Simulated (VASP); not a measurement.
Input of a VASP 6.6.1 run:

The input INCAR:

```
SYSTEM = AgCl
PREC = Accurate
ENCUT = 600
EDIFF = 1E-7
ISMEAR = 0
SIGMA = 0.02
LREAL = .FALSE.
LASPH = .TRUE.
NELM = 60
ALGO = Normal
ISIF = 3
LWAVE = .FALSE.
LCHARG = .FALSE.
METAGGA = R2SCAN
LMIXTAU = .TRUE.
IBRION = 2
NSW = 90
EDIFFG = -0.005
```

File KPOINTS:

```
regular mesh
0
G
  8 8 8
  0 0 0
```

Contents of POSCAR:

```
AgCl
1.0
    0.0000000000      2.7726630000      2.7726630000
    2.7726630000      0.0000000000      2.7726630000
    2.7726630000      2.7726630000      0.0000000000
Ag Cl
1 1
Direct
    0.0000000000      0.0000000000      0.0000000000
    0.5000000000      0.5000000000      0.5000000000
```

Potentials or basis: VASP PAW PBE potentials, release 64 (Ag, Cl).

Run with:

```console
$ cat potpaw_PBE.64/Ag/POTCAR potpaw_PBE.64/Cl/POTCAR > POTCAR
$ mpirun -np 1 vasp_std > vasp.out
```

**Question.** What does it give for the space group after relaxing (to 0.05 Å)?

**Answer.** Fm-3m (No. 225).

**Question.** Estimate the relaxed cell.

**Answer.** a = 3.920 Å, b = 3.920 Å, c = 3.920 Å, α = 60.00°, β = 60.00°, γ = 60.00°.

Final structure:
```
Ag Cl
1.0
     0.00000    2.77198    2.77198
     2.77198    0.00000    2.77198
     2.77198    2.77198    0.00000
Ag Cl
1 1
Direct
  0.00000 0.00000 0.00000
  0.50000 0.50000 0.50000
```
